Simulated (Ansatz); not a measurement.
## Converging the field response of a SiO2 (110) film

Aim: a convergence study of the equivalent conductor thickness of a SiO2 (110) film, with the cost of each setting.

Calculated with Ansatz 0.2.0; plane-wave DFT, PBE, Ansatz PAW, in the first sound run; inputs show where later runs differ.

## (1) The starting structure

The cell holds 18 atoms: 12 O and 6 Si. Its edges and angles: a = 2.670 Å, b = 5.911 Å, c = 26.205 Å, α = 90.0°, β = 90.0°, γ = 90.0°. It derives from SiO2 (rutile SiO2). Vacuum lies along c.

## (2) Single point, setting first choice

The first choice: the default cutoff of 420 eV, a 10×6×1 mesh, 18 Å of vacuum, 0.1 V/Å and a tight threshold. Each later run changes one input against this one; other functionals and files bring their own cutoffs.

Input file input.yaml:

```yaml
crystal:
  lattice:
    - [2.67, 0.0, 0.0]
    - [0.0, 5.91141269, 0.0]
    - [0.0, 0.0, 26.2050408147]
  atoms:
    - { symbol: O, position: [0.0, 0.5, 0.3434453723] }
    - { symbol: Si, position: [0.0, 0.0, 0.3872084815] }
    - { symbol: Si, position: [0.5, 0.5, 0.3872084815] }
    - { symbol: O, position: [0.5, 0.806, 0.3872084815] }
    - { symbol: O, position: [0.5, 0.194, 0.3872084815] }
    - { symbol: O, position: [0.0, 0.5, 0.4309715907] }
    - { symbol: O, position: [0.0, 0.0, 0.4562368908] }
    - { symbol: Si, position: [0.0, 0.5, 0.5] }
    - { symbol: Si, position: [0.5, 0.0, 0.5] }
    - { symbol: O, position: [0.5, 0.306, 0.5] }
    - { symbol: O, position: [0.5, 0.694, 0.5] }
    - { symbol: O, position: [0.0, 0.0, 0.5437631092] }
    - { symbol: O, position: [0.0, 0.5, 0.5690284093] }
    - { symbol: Si, position: [0.0, 0.0, 0.6127915185] }
    - { symbol: Si, position: [0.5, 0.5, 0.6127915185] }
    - { symbol: O, position: [0.5, 0.806, 0.6127915185] }
    - { symbol: O, position: [0.5, 0.194, 0.6127915185] }
    - { symbol: O, position: [0.0, 0.5, 0.6565546277] }
kpoints:
  mp_grid: { grid: [10, 6, 1] }
hamiltonian:
  xc: pbe
scf:
  occupations: { method: fixed }
  convergence: { dr2_threshold: 1.0e-10 }
efield:
  axis: 3
  dipole_correction: true
  ramp_position: 0.97
  ramp_width: 0.06
  amplitude: 0.1
output:
  write_potential: true
  write_density: true
  volumetric_format: npy
```

Run with:

```sh
$ ansatz run input.yaml --threads 4 --pin off --max-ram 6144MiB --backend cpu --events-out ev --progress --plain --runs-dir out
```

Numbers of over 12 decimals in the logs are rounded to 6 here.

Log:

```text
Engine: ansatz 0.2.0, aarch64-unknown-linux-gnu
Pseudopotentials: kind: paw
Pseudopotential: O, paw, valence charge 6, recommended cutoff 420 eV (normal), O.paw.azcp
Pseudopotential: Si, paw, valence charge 4, recommended cutoff 420 eV (normal), Si.paw.azcp
Functional definition: PBE
  parameter kappa = 0.804
  parameter beta = 0.066725
  exchange = pbe_x(kappa = kappa, mu = beta*pi^2/3)
  correlation = pbe_c(beta = beta)
Crystal: 18 atoms, lattice volume = 413.607 Å³
Basis set: ecut = 420 eV, 8129 PW (Γ)
Bands: 66, of which v1, the nominal top of the filled ones, is band 48 counted from 1 (47 counted from 0)
Symmetry: 4 space group operations
k-points: 24 of 60
Non-local potential: O, projectors of the file, l = 0: 2, l = 1: 2, l = 2: 1
Non-local potential: Si, projectors of the file, l = 0: 2, l = 1: 2, l = 2: 2
PAW form: soft (Blöchl's): semilocal exchange-correlation on the pseudo side does not see the compensation charge
PAW one-centre angular grid: O, 110 points (default); XC on 64 Gauss nodes
PAW one-centre angular grid: Si, 110 points (default); XC on 64 Gauss nodes
Initial density: superposition of atomic densities (neutral atoms: chi_scale 0, normalization atom, screened)
Initial wavefunctions: pseudopotential atomic-orbital guess
Functional: x = pbe(κ = 0.804, μ = 0.219515), c = pbe(β = 0.066725)
SCF iter   1: F=—  HF=-10653.114772 eV  |F-HF|=—  |Δ(HF+E_count)|=         —  Δρ=1.16e-1  dr2=5.21e1  ethr=3.10e-3  p=0.082 e·Å  D=3.58e-2 V/Å  ΔV_dip=-0.94 eV  dr2_dipole=1.21e-3  V_vac-E_F(+/−)=12.00/10.59 eV  ⟨swp⟩=6.1  Hψ=7317  notcnv=0  defer=384
efield: sawtooth ramp at fractional position 0.9700 (set: `efield.ramp_position`, or a place that a band, a saddle search or an elastic batch's reference lends), width 0.0600; the density the first Hamiltonian is built on has a dipole p = 0.082 e·Å; the dipole correction subtracts the counter field D = 3.58e-2 V/Å, which shifts the + side's vacuum level by -0.94 eV against the − side's; the planar-averaged density in the ramp window peaks in size at 4.6e-6 e/Å³
preconditioner: auto → Resta (q_TF=auto, 2.139 Å⁻¹)  ε∞=1.9  [insulator: Δε(μ)=5.916 eV  Ē_g=18.970 eV  n_scr=48 (ndim 8)  ℏωp=17.9 eV  f_vac=0.600  ε∞_Penn≈1.9  vacuum switching on, ρ_ref=2.6e-2 e/Å³]
SCF iter   2: F=—  HF=-10637.179660 eV  |F-HF|=—  |Δ(HF+E_count)|=    1.59e1  Δρ=4.22e-2  dr2=2.62e0  ethr=3.10e-3  p=0.060 e·Å  D=2.64e-2 V/Å  ΔV_dip=-0.69 eV  dr2_dipole=1.30e-5  V_vac-E_F(+/−)=7.92/6.27 eV  ⟨swp⟩=4.8  Hψ=5011  notcnv=0  defer=384  κ⁻¹=1.0e0(r=1)
SCF iter   3: F=—  HF=-10636.700981 eV  |F-HF|=—  |Δ(HF+E_count)|=   4.79e-1  Δρ=1.72e-2  dr2=6.00e-1  ethr=2.73e-3  p=0.062 e·Å  D=2.72e-2 V/Å  ΔV_dip=-0.71 eV  dr2_dipole=7.98e-6  V_vac-E_F(+/−)=8.28/6.65 eV  ⟨swp⟩=2.5  Hψ=2794  notcnv=0  defer=384  κ⁻¹=1.1e-2(r=2)
SCF iter   4: F=—  HF=-10636.669823 eV  |F-HF|=—  |Δ(HF+E_count)|=   3.12e-2  Δρ=5.40e-3  dr2=7.80e-2  ethr=6.25e-4  p=0.059 e·Å  D=2.60e-2 V/Å  ΔV_dip=-0.68 eV  dr2_dipole=9.00e-6  V_vac-E_F(+/−)=7.82/6.16 eV  ⟨swp⟩=2.2  Hψ=2276  notcnv=0  defer=384  κ⁻¹=5.2e-3(r=3)
SCF iter   5: F=—  HF=-10636.664500 eV  |F-HF|=—  |Δ(HF+E_count)|=   5.32e-3  Δρ=9.59e-4  dr2=2.31e-3  ethr=8.12e-5  p=0.060 e·Å  D=2.65e-2 V/Å  ΔV_dip=-0.69 eV  dr2_dipole=4.24e-8  V_vac-E_F(+/−)=7.83/6.18 eV  ⟨swp⟩=2.8  Hψ=2461  notcnv=0  defer=384  κ⁻¹=1.1e-4(r=4)
SCF iter   6: F=—  HF=-10636.665472 eV  |F-HF|=—  |Δ(HF+E_count)|=   9.72e-4  Δρ=4.33e-4  dr2=4.03e-4  ethr=2.41e-6  p=0.061 e·Å  D=2.65e-2 V/Å  ΔV_dip=-0.70 eV  dr2_dipole=1.63e-8  V_vac-E_F(+/−)=7.82/6.17 eV  ⟨swp⟩=2.3  Hψ=2968  notcnv=0  defer=384  κ⁻¹=2.2e-5(r=5)
SCF iter   7: F=—  HF=-10636.665752 eV  |F-HF|=—  |Δ(HF+E_count)|=   2.80e-4  Δρ=1.46e-4  dr2=4.33e-5  ethr=4.20e-7  p=0.061 e·Å  D=2.66e-2 V/Å  ΔV_dip=-0.70 eV  dr2_dipole=1.20e-8  V_vac-E_F(+/−)=7.81/6.16 eV  ⟨swp⟩=2.7  Hψ=2917  notcnv=0  defer=384  κ⁻¹=1.5e-6(r=6)
SCF iter   8: F=—  HF=-10636.665804 eV  |F-HF|=—  |Δ(HF+E_count)|=   5.15e-5  Δρ=4.15e-5  dr2=2.81e-6  ethr=4.51e-8  p=0.061 e·Å  D=2.66e-2 V/Å  ΔV_dip=-0.70 eV  dr2_dipole=6.74e-9  V_vac-E_F(+/−)=7.80/6.16 eV  ⟨swp⟩=2.1  Hψ=2361  notcnv=0  defer=384  κ⁻¹=7.3e-8(r=7)
SCF iter   9: F=—  HF=-10636.665711 eV  |F-HF|=—  |Δ(HF+E_count)|=   9.33e-5  Δρ=1.19e-5  dr2=3.26e-7  ethr=2.93e-9  p=0.061 e·Å  D=2.66e-2 V/Å  ΔV_dip=-0.70 eV  dr2_dipole=2.91e-9  V_vac-E_F(+/−)=7.80/6.16 eV  ⟨swp⟩=3.1  Hψ=2932  notcnv=0  defer=383  κ⁻¹=1.7e-8(r=8)
SCF iter  10: F=—  HF=-10636.665711 eV  |F-HF|=—  |Δ(HF+E_count)|=   2.02e-7  Δρ=3.93e-6  dr2=4.45e-8  ethr=3.40e-10  p=0.061 e·Å  D=2.66e-2 V/Å  ΔV_dip=-0.70 eV  dr2_dipole=1.08e-10  V_vac-E_F(+/−)=7.80/6.16 eV  ⟨swp⟩=2.9  Hψ=2630  notcnv=0  defer=383  κ⁻¹=1.1e-7(r=8)
SCF iter  11: F=—  HF=-10636.665711 eV  |F-HF|=—  |Δ(HF+E_count)|=   1.28e-8  Δρ=1.41e-6  dr2=3.78e-9  ethr=4.63e-11  p=0.061 e·Å  D=2.66e-2 V/Å  ΔV_dip=-0.70 eV  dr2_dipole=2.10e-11  V_vac-E_F(+/−)=7.80/6.16 eV  ⟨swp⟩=2.8  Hψ=2302  notcnv=0  defer=383  κ⁻¹=1.9e-8(r=8)
SCF iter  12: F=—  HF=-10636.665711 eV  |F-HF|=—  |Δ(HF+E_count)|=   3.82e-9  Δρ=5.47e-7  dr2=5.53e-10  ethr=3.93e-12  p=0.061 e·Å  D=2.66e-2 V/Å  ΔV_dip=-0.70 eV  dr2_dipole=2.70e-12  V_vac-E_F(+/−)=7.80/6.16 eV  ⟨swp⟩=2.5  Hψ=2496  notcnv=0  defer=383  κ⁻¹=2.5e-8(r=8)
SCF iter  13: F=-10636.665711 eV  HF=-10636.665711 eV  |F-HF|=5.64e-11  |Δ(HF+E_count)|=  3.75e-10  Δρ=2.08e-7  dr2=8.43e-11  ethr=1.00e-12  p=0.061 e·Å  D=2.66e-2 V/Å  ΔV_dip=-0.70 eV  dr2_dipole=2.59e-13  V_vac-E_F(+/−)=7.80/6.16 eV  ⟨swp⟩=24.4  Hψ=11946  notcnv=0
SCF 1 converged in 13 iterations: F = -10636.665711 eV  dr2 = 8.43e-11
  greatest PAW one-centre occupation: 0.865 electrons in one spin orbital (limit 2), on the O atom at site 4 (counted from 0), in its partial waves of l = 0
WARN: The output density's exchange-correlation potential varies sharply where the density is thin. Do not read a vacuum level from v_tot or v_xc, or from such a field of the output density. On a cell that repeats whose density bears no net charge and no dipole along the vacuum's axis use v_es (v_loc + v_h of the components); under efield.dipole_correction with no amplitude use v_es + v_field, which holds any externa [...]
SCF converged after 13 iterations
Stability not checked: this state was not tested for a lower state beside it, because the mixer in use, unlike msr1, does not test its closes by its own steps (another_mixer; see scf.mixing.algorithm and scf.lower_state_search)
Free energy (F): -10636.665711 eV
Harris-Foulkes:  -10636.665711 eV  (|F-HF|=5.64e-11)
Internal energy: -10636.665711 eV  (E = F + TS)
E sigma→0 (E₀):  -10636.665711 eV
Fermi energy:    -0.658074 eV
Dipole field:    D = 0.026584 V/Å  (p = 0.060763 e·Å, saw-weighted, corrected)
Work function:   not extracted (applied field tilts the vacuum); planar V_es + V_field profile in the machine report
Levels:          The Fermi level and band energies are counted from a zero that moves with the ramp; work functions are not
--- Per-component energies (eV) ---
  E_band       = -941.515056
  E_kinetic    = 2430.710979
  E_local      = -105563.056537  (includes V_loc(G=0)·N_el)
  E_nonlocal   = 710.189342
  E_hartree    = 51685.073676
  E_xc         = -1233.151729
  E_vxc        = -1434.759696  (∫ρ·V_xc dr)
  E_paw        = -4982.654537  (= ΣΔE_a)
  E_vpaw       = -454.772025  (= ΣTr[D̂ρ^β])
  E_aug_tail   = 0.030180  (compensation charges beyond the density's cutoff)
  E_efield     = -0.005269  (sawtooth field / dipole correction)
  E_vefield    = -0.004461  (∫n·V_field dr)
  E_ewald      = 46316.198184
  E_smearing   = -0.000000  (= −TS)
  E_closure    = 0.000000  (closes the sum)
  Σ components = -10636.665711   (vs F -10636.665711, Δ=0.00e0)
--- Band table (eV; the first three rows and the last of 24) ---
  k-point 0: bands = [... 44 lower, -1.7701, -1.6196, -0.9106, -0.6966, 0.7298, 0.9912, 4.6110, 5.3038, ... 14 higher]
  k-point 1: bands = [... 44 lower, -1.7434, -1.6124, -0.9806, -0.7641, 0.8397, 1.0723, 4.7945, 5.3650, ... 14 higher]
  k-point 2: bands = [... 44 lower, -1.6912, -1.5980, -1.1171, -0.8991, 1.0268, 1.2340, 5.2308, 5.4910, ... 14 higher]
  k-point 23: bands = [... 44 lower, -1.5577, -1.3064, -1.0927, -0.8770, 1.4649, 1.6628, 6.7261, 6.7884, ... 14 higher]
```

Elapsed: 24 s, on 4 threads of Arm Neoverse V2, shared host; peak memory 1.2 GiB; 95 s of CPU time.

This step gave:

```
gap on the k-mesh                       : 1.388 eV
dipole along the normal                 : 0.06076 e·Å
equivalent conductor thickness p/(ε₀AE) : 6.966 Å
```

Running mean over 2.956 Å of the planar mean, with the applied field; the ramp of the sawtooth is left out. The electron's electrostatic potential energy less the highest filled level by z:

z (Å), electron's electrostatic potential energy less the highest filled level (eV) and a bar from the least value:
```
      3.5       6.38 ############################
      4.0       6.43 ############################
      4.5       6.48 ############################
      5.0       6.53 ############################
      5.5       6.57 ############################
      6.0       6.62 ############################
      6.5       6.63 ############################
      7.0       6.49 ############################
      7.5       5.64 ##########################
      8.0       4.03 #######################
      8.5       0.64 #################
      9.0      -3.92 #########
      9.5      -6.63 ####
     10.0      -8.04 #
     10.5      -8.67 
     11.0      -8.77 
     11.5      -8.81 
     12.0      -8.80 
     12.5      -8.75 
     13.0      -8.72 
     13.5      -8.71 
     14.0      -8.73 
     14.5      -8.74 
     15.0      -8.69 
     15.5      -8.59 
     16.0      -8.25 #
     16.5      -7.10 ###
     17.0      -5.08 #######
     17.5      -1.01 ##############
     18.0       3.27 ######################
     18.5       5.48 ##########################
     19.0       6.73 ############################
     19.5       7.20 #############################
     20.0       7.31 #############################
     20.5       7.38 ##############################
     21.0       7.43 ##############################
     21.5       7.48 ##############################
     22.0       7.53 ##############################
     22.5       7.58 ##############################
     23.0       7.63 ##############################
```

The dipole corresponds to a conductor 6.966 Å thick.

## (3) Single point, box 26.2 Å

input.yaml, as its differences from that of step 2:

```diff
@@ -37,2 +37,4 @@
   amplitude: 0.1
+basis:
+  ecutwfc: "250 eV"
 output:
```

Log:

```text
Warning: basis.ecutwfc = 250 eV is below the records' recommended 420 eV, and the density's cutoff is lower with it unless basis.ecutrho_ratio is high enough to keep the records' density cutoff: compare with a run at a higher cutoff
[...]
Crystal: 18 atoms, lattice volume = 413.607 Å³
Basis set: ecut = 250 eV, 3787 PW (Γ)
[...]
k-point 0: bands = [... 44 lower, -1.8567, -1.7318, -0.9856, -0.7780, 0.6330, 0.9036, 4.4249, 5.1798, ... 14 higher]
  k-point 1: bands = [... 44 lower, -1.8021, -1.7185, -1.0304, -0.8223, 0.7591, 1.0025, 4.6158, 5.2524, ... 14 higher]
  k-point 2: bands = [... 44 lower, -1.7514, -1.7033, -1.1633, -0.9451, 0.9719, 1.1776, 5.0646, 5.3973, ... 14 higher]
  k-point 23: bands = [... 44 lower, -1.6191, -1.3454, -1.1316, -0.9174, 1.4641, 1.6598, 6.6607, 6.7420, ... 14 higher]
[key lines of the parts left out:]
SCF converged after 13 iterations
Free energy (F): -10614.949658 eV
Fermi energy:    -0.712862 eV
Dipole field:    D = 0.026619 V/Å  (p = 0.060843 e·Å, saw-weighted, corrected)
```

The job ended after 13 s (4 threads; peak memory 0.7 GiB; 49 s of CPU time).

The dipole corresponds to a conductor 6.975 Å thick, +0.13 % from the first choice, at 0.52 times its CPU time.

## (4) Run, box 26.2 Å

input.yaml, as its differences from that of step 3:

```diff
@@ -38,3 +38,3 @@
 basis:
-  ecutwfc: "250 eV"
+  ecutwfc: "330 eV"
 output:
```

Log:

```text
[...]
Crystal: 18 atoms, lattice volume = 413.607 Å³
Basis set: ecut = 330 eV, 5591 PW (Γ)
Bands: 66, of which v1, the nominal top of the filled ones, is band 48 counted from 1 (47 counted from 0)
Symmetry: 4 space group operations
k-points: 24 of 60
[...]
k-point 0: bands = [... 44 lower, -1.7829, -1.6246, -0.9219, -0.7080, 0.7155, 0.9769, 4.5859, 5.2824, ... 14 higher]
  k-point 1: bands = [... 44 lower, -1.7558, -1.6169, -0.9913, -0.7750, 0.8265, 1.0592, 4.7689, 5.3460, ... 14 higher]
  k-point 2: bands = [... 44 lower, -1.7034, -1.6023, -1.1261, -0.9088, 1.0160, 1.2229, 5.2042, 5.4774, ... 14 higher]
  k-point 23: bands = [... 44 lower, -1.5674, -1.3154, -1.1009, -0.8853, 1.4594, 1.6573, 6.7129, 6.7733, ... 14 higher]
[key lines of the parts left out:]
SCF converged after 14 iterations
Free energy (F): -10634.651965 eV
Fermi energy:    -0.668455 eV
Dipole field:    D = 0.026579 V/Å  (p = 0.060753 e·Å, saw-weighted, corrected)
```

Run time: 17 s. Hardware: 4 threads; peak memory 0.93 GiB.

The dipole corresponds to a conductor 6.965 Å thick, -0.02 % from the first choice, at 0.71 times its CPU time.

## (5) Run, box 26.2 Å (run 2)

input.yaml, as its differences from that of step 4:

```diff
@@ -38,3 +38,3 @@
 basis:
-  ecutwfc: "330 eV"
+  ecutwfc: "600 eV"
 output:
```

Log:

```text
[...]
Crystal: 18 atoms, lattice volume = 413.607 Å³
Basis set: ecut = 600 eV, 13825 PW (Γ)
Bands: 66, of which v1, the nominal top of the filled ones, is band 48 counted from 1 (47 counted from 0)
Symmetry: 4 space group operations
k-points: 24 of 60
[...]
k-point 0: bands = [... 44 lower, -1.7696, -1.6185, -0.9106, -0.6966, 0.7304, 0.9917, 4.6124, 5.3060, ... 14 higher]
  k-point 1: bands = [... 44 lower, -1.7429, -1.6114, -0.9806, -0.7641, 0.8402, 1.0727, 4.7960, 5.3669, ... 14 higher]
  k-point 2: bands = [... 44 lower, -1.6907, -1.5971, -1.1170, -0.8989, 1.0273, 1.2345, 5.2325, 5.4920, ... 14 higher]
  k-point 23: bands = [... 44 lower, -1.5571, -1.3059, -1.0925, -0.8769, 1.4652, 1.6631, 6.7271, 6.7895, ... 14 higher]
[key lines of the parts left out:]
SCF converged after 13 iterations
Free energy (F): -10636.739515 eV
Fermi energy:    -0.658176 eV
Dipole field:    D = 0.026584 V/Å  (p = 0.060765 e·Å, saw-weighted, corrected)
```

Run time: 40 s. Hardware: 4 threads; peak memory 1.9 GiB.

The dipole corresponds to a conductor 6.966 Å thick, +0.00 % from the first choice, at 1.7 times its CPU time.

## (6) Single point, box 26.2 Å (run 2)

input.yaml, as its differences from that of step 5:

```diff
@@ -25,3 +25,3 @@
 kpoints:
-  mp_grid: { grid: [10, 6, 1] }
+  mp_grid: { grid: [1, 1, 1] }
 hamiltonian:
@@ -37,4 +37,2 @@
   amplitude: 0.1
-basis:
-  ecutwfc: "600 eV"
 output:
```

Log:

```text
[...]
Crystal: 18 atoms, lattice volume = 413.607 Å³
Basis set: ecut = 420 eV, 8129 PW (Γ)
Bands: 66, of which v1, the nominal top of the filled ones, is band 48 counted from 1 (47 counted from 0)
Symmetry: 4 space group operations
k-points: 1
[...]
Internal energy: -10608.290430 eV  (E = F + TS)
E sigma→0 (E₀):  -10608.290430 eV
Fermi energy:    -0.814607 eV
Dipole field:    D = 0.028799 V/Å  (p = 0.065827 e·Å, saw-weighted, corrected)
Work function:   not extracted (applied field tilts the vacuum); planar V_es + V_field profile in the machine report
[...]
--- Band table (eV) ---
  k-point 0: bands = [... 44 lower, -1.8291, -1.6449, -0.9981, -0.8146, 0.5034, 0.7478, 4.1948, 5.1076, ... 14 higher]
[key lines of the parts left out:]
SCF converged after 13 iterations
Free energy (F): -10608.290430 eV
```

Wall time 1.1 s (4 threads); peak memory 0.37 GiB; 3.6 s of CPU time.

The dipole corresponds to a conductor 7.547 Å thick, +8.33 % from the first choice, at 0.038 times its CPU time.

## (7) Run, box 26.2 Å (run 3)

input.yaml, as its differences from that of step 6:

```diff
@@ -25,3 +25,3 @@
 kpoints:
-  mp_grid: { grid: [1, 1, 1] }
+  mp_grid: { grid: [2, 1, 1] }
 hamiltonian:
```

Log:

```text
[...]
Crystal: 18 atoms, lattice volume = 413.607 Å³
Basis set: ecut = 420 eV, 8129 PW (Γ)
Bands: 66, of which v1, the nominal top of the filled ones, is band 48 counted from 1 (47 counted from 0)
Symmetry: 4 space group operations
k-points: 2
[...]
Fermi energy:    -0.632331 eV
Dipole field:    D = 0.027302 V/Å  (p = 0.062406 e·Å, saw-weighted, corrected)
Work function:   not extracted (applied field tilts the vacuum); planar V_es + V_field profile in the machine report
[...]
--- Band table (eV) ---
  k-point 0: bands = [... 44 lower, -1.7265, -1.5686, -0.8333, -0.6323, 0.7553, 1.0080, 4.6391, 5.3180, ... 14 higher]
  k-point 1: bands = [... 44 lower, -1.5602, -1.3350, -0.9088, -0.7042, 1.4706, 1.6562, 5.8376, 6.0395, ... 14 higher]
[key lines of the parts left out:]
SCF converged after 13 iterations
Free energy (F): -10633.985597 eV
```

Wall time 1.6 s (4 threads); peak memory 0.55 GiB; 5.5 s of CPU time.

The dipole corresponds to a conductor 7.155 Å thick, +2.70 % from the first choice, at 0.058 times its CPU time.

## (8) Run, box 26.2 Å (run 4)

input.yaml, as its differences from that of step 7:

```diff
@@ -25,3 +25,3 @@
 kpoints:
-  mp_grid: { grid: [2, 1, 1] }
+  mp_grid: { grid: [5, 3, 1] }
 hamiltonian:
```

Log:

```text
[...]
Crystal: 18 atoms, lattice volume = 413.607 Å³
Basis set: ecut = 420 eV, 8129 PW (Γ)
Bands: 66, of which v1, the nominal top of the filled ones, is band 48 counted from 1 (47 counted from 0)
Symmetry: 4 space group operations
k-points: 6 of 15
[...]
k-point 0: bands = [... 44 lower, -1.7690, -1.6180, -0.9093, -0.6955, 0.7301, 0.9914, 4.6113, 5.3041, ... 14 higher]
  k-point 1: bands = [... 44 lower, -1.6901, -1.5965, -1.1159, -0.8980, 1.0272, 1.2342, 5.2311, 5.4913, ... 14 higher]
  k-point 2: bands = [... 44 lower, -1.8311, -1.6167, -0.8717, -0.6570, 1.3880, 1.5940, 5.6478, 6.1875, ... 14 higher]
  k-point 5: bands = [... 44 lower, -1.5964, -1.3612, -1.0562, -0.8398, 1.4619, 1.6622, 6.3978, 6.5440, ... 14 higher]
[key lines of the parts left out:]
SCF converged after 13 iterations
Free energy (F): -10636.656124 eV
Fermi energy:    -0.656976 eV
Dipole field:    D = 0.026593 V/Å  (p = 0.060784 e·Å, saw-weighted, corrected)
```

The job ended after 6.7 s (4 threads; peak memory 0.8 GiB).

The dipole corresponds to a conductor 6.969 Å thick, +0.03 % from the first choice, at 0.27 times its CPU time.

(Continued in part 2 of 3.)

[Logs are printed without paths, hosts, clocks, repeated set-up lines and the standing remarks that a program may print on its own settings, such as how far it seeks lower states.]

[Hosts, paths, dates, database ids (printed as entryN), source tags and the programs' standing remarks are cut or masked in the printed files.]

[Maps of the electrostatic potential energy from Ansatz leave out the sawtooth potential of an applied field or a dipole correction, so their vacuum need not be flat; planar profiles and work functions include it.]
